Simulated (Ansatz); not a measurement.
## An elastic constant from a strain scan in ZrO₂

All numbers below come from Ansatz 0.2.0, DFT PBEsol, scalar-relativistic, plane waves, PAW. The runs took a 420 eV cutoff, a Γ-centred 8×8×8 mesh and Gaussian smearing (0.05 eV). No spin polarisation. Energies are free energies at this smearing, counted from the undisturbed cell; pressure is positive in compression.

The starting cell (as given, not relaxed at this level; it stands at -0.9 GPa; this fluorite-type form isn't the usual structure):

```xyz
3
Lattice="0.0000 2.5350 2.5350 2.5350 0.0000 2.5350 2.5350 2.5350 0.0000" Properties=species:S:1:pos:R:3 pbc="T T T"
Zr    0.0000    0.0000    0.0000
O     1.2675    1.2675    1.2675
O     3.8025    3.8025    3.8025
```

The cell is strained by ε times the Voigt pattern (0, 0, 0, 1, 0, 0) (xx, yy, zz, yz, xz, xy; engineering shear) with fractional coordinates fixed. The cell holds 3 atoms in V0 = 32.58 Å³. The stress column is τ = (1/V0) dE/dε, got from the stress tensor σ (compression positive) at each point as −det(1 + εP) σ : P(1 + εP)⁻¹, with P the pattern as a tensor.

| ε | ΔE (meV/atom) | τ (GPa) |
| --- | --- | --- |
| -0.0175 | 0.871 | -1.613 |
| -0.0150 | 0.622 | -1.381 |
| -0.0125 | 0.414 | -1.150 |
| -0.0100 | 0.243 | -0.919 |
| -0.0075 | 0.128 | -0.690 |
| -0.0050 | 0.039 | -0.460 |
| -0.0025 | -0.019 | -0.230 |
| 0.0000 | 0.000 | 0.000 |
| 0.0025 | -0.019 | 0.230 |
| 0.0050 | 0.039 | 0.460 |
| 0.0075 | 0.128 | 0.690 |
| 0.0100 | 0.243 | 0.919 |
| 0.0125 | 0.414 | 1.150 |
| 0.0150 | 0.622 | 1.381 |
| 0.0175 | 0.871 | 1.613 |
| 0.0200 | ? | ? |

**Question.** Which combination of elastic constants does this scan measure, and how large is it?

**Answer.** For small ε, τ = τ0 + Kε with K = pᵀCp, which for this pattern is C44 in the cubic axes. The parabola through τ at ε = -0.0025, 0 and 0.0025 has slope K = 92 GPa at zero. The energies per cell, E = NΔE, of the wider pair ε = ±0.0175 give K = 2[E(ε₊)/ε₊ − E(ε₋)/ε₋]/[(ε₊ − ε₋)V0] = 84 GPa; energies this small carry numerical noise (the number of plane waves changes with the cell), and higher-order terms add over long steps. These are clamped-ion values.

**Question.** Predict the withheld row at ε = 0.0200 from the harmonic law, and compare.

**Answer.** ΔE = V0(τ0 ε + Kε²/2)/N = 1.248 meV/atom and τ = 1.84 GPa. The calculation gives 1.163 meV/atom and 1.84 GPa: the energy lies 7 % below the harmonic value, while the stress keeps to the line, so the miss is numerical noise in the energies.

Forces appear on the atoms along this scan, and letting them relax would lower the energy and soften the response.